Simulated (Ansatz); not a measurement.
# Pt under compression: one row to predict

The cell was found from a structure generator's guess, not taken from experiment.

The calculation used DFT PBE, scalar-relativistic, plane waves, PAW in Ansatz 0.2.0. Settings of the last relaxation (1-atom cell): 420 eV, 26×26×26 k points, Gaussian smearing of 0.10 eV, no spin polarisation.

```
Pt
1.0
    -1.70028    1.70028    1.36794
     1.70028   -1.70028    1.36794
     1.70028    1.70028   -1.36794
Pt
1
Direct
  0.00000 0.00000 0.00000
```

The cell was set to several volumes, with shape and atoms relaxed at each where symmetry leaves them free. Pressure is positive in compression, and energies count from the lowest row. No row has a gap on its mesh.

```tsv
row	V (Å³/atom)	P (GPa)	ΔE (meV/atom)
1	13.920	43.20	223.2
2	14.395	?	?
3	14.869	17.52	48.3
4	15.344	7.92	11.2
5	15.819	0.02	0.0
6	16.293	-6.48	10.0
7	16.768	-11.82	37.5
8	17.400	-17.42	96.0
```

Problem. Find B = −V·ΔP/ΔV from rows 4 and 6 and from rows 1 and 3, and from the two its slope B′ and its value B0 at zero pressure.

Solution. Rows 4 and 6 give −(15.344 + 16.293)/2 × (-6.48 − (7.92))/(16.293 − 15.344) = 240.0 GPa at a mean pressure of 0.72 GPa. Rows 1 and 3 give −(13.920 + 14.869)/2 × (17.52 − (43.20))/(14.869 − 13.920) = 389.5 GPa at a mean pressure of 30.36 GPa. So B′ = (389.5 − 240.0)/(30.36 − (0.72)) = 5.04 and B0 = 240.0 − 5.04 × (0.72) = 236.4 GPa. A third-order Birch–Murnaghan fit to all the energies gives B0 = 238.5 GPa and B′ = 5.5.

Problem. Estimate the pressure and energy of row 2.

Solution. From row 5, V0 = 15.819 × (1 + (0.02)/236.4) = 15.820 Å³/atom. Murnaghan's form P = (B0/B′)·[(V0/V)^B′ − 1] gives (236.4/5.04) × [(15.820/14.395)^5.04 − 1] = 28.58 GPa; the computed pressure is 29.14 GPa, so the estimate is off by -0.56 GPa. The work of compression from row 3, with the mean of the two pressures, gives ΔE = 48.3 + (28.58 + 17.52)/2 × (14.869 − 14.395)/160.2 × 1000 = 116.5 meV/atom (1 eV/Å³ = 160.2 GPa); the computed value is 116.8 meV/atom.

These runs have no spin–orbit coupling, which can matter for Pt. All volumes keep the k mesh of the relaxed cell. Symmetry constrained the relaxation, so the result can be a saddle point.
